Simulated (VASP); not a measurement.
## CuI (Marshite): band structure with PBE0

Crystal: CuI (Marshite).

```
Cu I
1.0
     0.00000    2.97300    2.97300
     2.97300    0.00000    2.97300
     2.97300    2.97300    0.00000
Cu I
1 1
Direct
  0.25000 0.25000 0.25000
  0.00000 0.00000 0.00000
```

```yaml
Program: VASP 6.6.1
Task: band structure
Functional: PBE0
Potentials_or_basis: VASP PAW PBE potentials, release 64 (Cu, I)
Cutoff: 520 eV
k_mesh: 6 × 6 × 6
Occupations: gaussian, width 0.03 eV
Spin: no spin polarisation
Grid_for_exact_exchange_PRECFOCK: Fast
Exchange_at_q_=_0: truncated
Further_INCAR_settings: ALGO = Normal; EDIFF = 1e-06
```

```yaml
Pressure: 2.9 GPa
Band_gap_on_the_k_mesh: 3.37 eV, direct
Band_gap_along_the_path: 3.37 eV, direct
```

Levels at points of the mesh, in eV from the valence-band top:
```tsv
k point	band 5	band 6	band 7	band 8	band 9	band 10	band 11	band 12	band 13
(0.00, 0.00, 0.00)	-2.83	-2.83	0.00	0.00	0.00	3.37	6.91	6.91	6.91
(0.50, 0.00, 0.00)	-2.80	-2.80	-2.74	-0.95	-0.95	4.29	7.44	7.44	9.57
(0.50, 0.50, 0.00)	-2.84	-2.74	-2.61	-2.22	-2.22	4.40	4.87	12.02	12.60
```

It took 3.7 min on 8 MPI ranks on Intel(R) Xeon(R) Platinum 8488C (Sapphire Rapids), on a shared host, peak memory 0.23 GiB a rank.

Caveat: the PAW data sets were made with another functional, which shifts forces and pressure a little; spin-orbit coupling is left out, which moves the levels of the heavy elements.
